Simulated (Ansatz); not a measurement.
## Convergence notes, G0W0 on SnO2 (fluorite)

SnO2 built on the fluorite prototype, relaxed with r2SCAN; one-shot G0W0 in Ansatz without spin-orbit coupling. Simulation only: spin-unpolarised, and no claim that this is the phase found in nature.

```yaml
crystal:
  lattice:
    - [0.00000, 2.53347, 2.53347]
    - [2.53347, 0.00000, 2.53347]
    - [2.53347, 2.53347, 0.00000]
  atoms:
    - { symbol: Sn, position: [0.00000, 0.00000, 0.00000] }
    - { symbol: O, position: [0.25000, 0.25000, 0.25000] }
    - { symbol: O, position: [0.75000, 0.75000, 0.75000] }
```

Gaps are read over the mesh points alone. G0W0 here is at a finite number of bands, screening cutoff and k mesh, not at the basis limit.

| start | potentials | frequency model | mesh | empty bands | screening cutoff (eV) | Kohn-Sham gap (eV) | G0W0 gap (eV) | rough cost |
| --- | --- | --- | --- | --- | --- | --- | --- | --- |
| PBE | PAW | contour deformation | 4×4×4 | 52 | 80 | 0.28 | 0.88 | 5 core-seconds |
| PBE | PAW | contour deformation | 4×4×4 | 122 | 140 | 0.28 | 1.01 | 16 core-seconds |
| PBE | PAW | contour deformation | 4×4×4 | 224 | 210 | 0.28 | 1.05 | 60 core-seconds |
| HSE06 | PAW | contour deformation | 4×4×4 | 122 | 140 | 1.70 | 1.85 | 50 core-seconds |
| LDA | PAW | contour deformation | 4×4×4 | 122 | 140 | 0.17 | 1.02 | 16 core-seconds |
| r2SCAN | PAW | contour deformation | 4×4×4 | 122 | 140 | 0.83 | 1.35 | 19 core-seconds |
| PBE | PAW | Godby-Needs pole | 4×4×4 | 122 | 140 | 0.28 | 1.03 | 14 core-seconds |
| PBE | PAW | contour deformation | 6×6×6 | 52 | 80 | 0.31 | 1.02 | 30 core-seconds |
| PBE | norm-conserving | contour deformation | 4×4×4 | 122 | 140 | 0.29 | 1.08 | 40 core-seconds |

G0W0 moves the gap on the mesh from 0.28 eV (PBE) to 1.05 eV (W to Γ). Renormalisation factors Z lie between 0.70 and 0.79.

Raising bands and cutoff together moves the gap by +0.13 eV (80 to 140 eV), then +0.04 eV (140 to 210 eV); the last step is still large, so the basis limit isn't reached. Starting from HSE06 (1.70 eV against PBE's 0.28 eV) gives 1.85 eV, +0.84 eV from G0W0@PBE at the same screening cutoff. Starting from LDA (0.17 eV against PBE's 0.28 eV) gives 1.02 eV, +0.01 eV from G0W0@PBE at the same screening cutoff. Starting from r2SCAN (0.83 eV against PBE's 0.28 eV) gives 1.35 eV, +0.34 eV from G0W0@PBE at the same screening cutoff. The Godby-Needs plasmon pole differs from contour deformation by +0.02 eV. A 6×6×6 mesh in place of 4×4×4 changes the opening over PBE by +0.12 eV (the gap on the mesh by +0.14 eV, the PBE gap by +0.03 eV). Norm-conserving potentials (wave cutoff 1240 eV against 420 eV) shift the quasiparticle gap by +0.07 eV and the PBE gap by +0.01 eV. r2SCAN runs take a wave cutoff of 500 eV.
